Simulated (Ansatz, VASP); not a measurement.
## One calculation of BiTe, two programs

```
Bi Te
1.0
     0.00000    3.11821    3.11821
     3.11821    0.00000    3.11821
     3.11821    3.11821    0.00000
Bi Te
1 1
Direct
  0.00000 0.00000 0.00000
  0.50000 0.50000 0.50000
```

Alike in both runs: task single point; functional PBEsol; k mesh 12 × 12 × 12; no spin polarisation.

|  | VASP | Ansatz |
| --- | --- | --- |
| version | VASP 6.6.1 | Ansatz 0.2.0 |
| potentials or method | VASP PAW PBE potentials, release 64 (Bi_d, Te) | scalar-relativistic, plane waves, PAW |
| plane-wave cutoff (eV) | 520 | 420 |
| occupations | tetrahedron | tetrahedron-uncorrected |
| valence electrons in the cell | 21 | 31 |

```csv
,VASP,Ansatz,Ansatz less VASP
gap on the k mesh at the Fermi level (eV),none,none,-
pressure (GPa),5.2,5.2,-0.01
```

A gap of «none» marks a metal or a gap that the smearing closes. The two sets of potentials don't hold the same shells in valence. Ansatz warned: «band_table_not_solved_further».

Caveats: the PAW data sets were made with another functional, which shifts forces and pressure a little (VASP); spin-orbit coupling is left out, which moves the levels of the heavy elements.
